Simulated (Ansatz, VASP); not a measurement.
Given: the input of a run of VASP 6.6.1 on V. 

The input INCAR:

```
ALGO = Normal ; EDIFF = 1E-6
ENCUT = 520 ; GGA = PE
ISIF = 2 ; ISMEAR = 0
ISPIN = 2 ; LASPH = T
LCHARG = F ; LMAXMIX = 4
LORBIT = 11 ; LREAL = F
LWAVE = F ; MAGMOM = 2
NBANDS = 16 ; NELM = 120
PREC = Accurate ; SIGMA = 0.02
```

Contents of KPOINTS:

```
k-points
0
Gamma
  12 12 12
```

The input POSCAR:

```
V
1.0
   -1.5143500000      1.5143500000      1.5143500000
    1.5143500000     -1.5143500000      1.5143500000
    1.5143500000      1.5143500000     -1.5143500000
V
1
Direct
    0.0000000000      0.0000000000      0.0000000000
```

Potentials or basis: VASP PAW PBE potentials, release 64 (V_sv).

Launch:

```sh
$ cat potpaw_PBE.64/V_sv/POTCAR > POTCAR
$ mpirun -np 1 vasp_std > vasp.out
```

Set up the same calculation for Ansatz 0.2.0. Potentials or basis there: all-electron LAPW, scalar-relativistic.

As run (cutoffs and basis follow the program's own potentials, and thresholds, step limits or extra output files can differ):

The input input.yaml:

```yaml
crystal:
  lattice:
    - [-1.51435, 1.51435, 1.51435]
    - [1.51435, -1.51435, 1.51435]
    - [1.51435, 1.51435, -1.51435]
  atoms:
    - { symbol: V, position: [0.0, 0.0, 0.0], spin: 2.0 }
kpoints:
  mp_grid: { grid: [12, 12, 12] }
scf:
  occupations: { method: gaussian, width: 0.02 }
hamiltonian:
  xc: pbe
  pseudopotentials: { kind: all_electron, lapw: { basis_error: 0.001 } }
magnetization:
  spin_polarized: true
output:
  forces: true
  stress: true
  eigenvalues: true
```

Potentials or basis: all-electron LAPW, scalar-relativistic.

The run is started by

```bash
$ ansatz run input.yaml --threads 2 --pin off --max-ram 6144MiB --backend cpu --events-out ev --progress --plain --runs-dir out
```

Both were run:

|  | VASP | Ansatz |
| --- | --- | --- |
| Pressure | -5.2 GPa | -5.3 GPa |
| Net moment | 0.12 μB per cell | 0.12 μB per cell |

Where Ansatz's input types no cutoff or centring, it takes its own default and a Γ-centred mesh.

The magnetic state is the one that the start led to; the real crystal's order can differ.

Pressure is positive in compression.
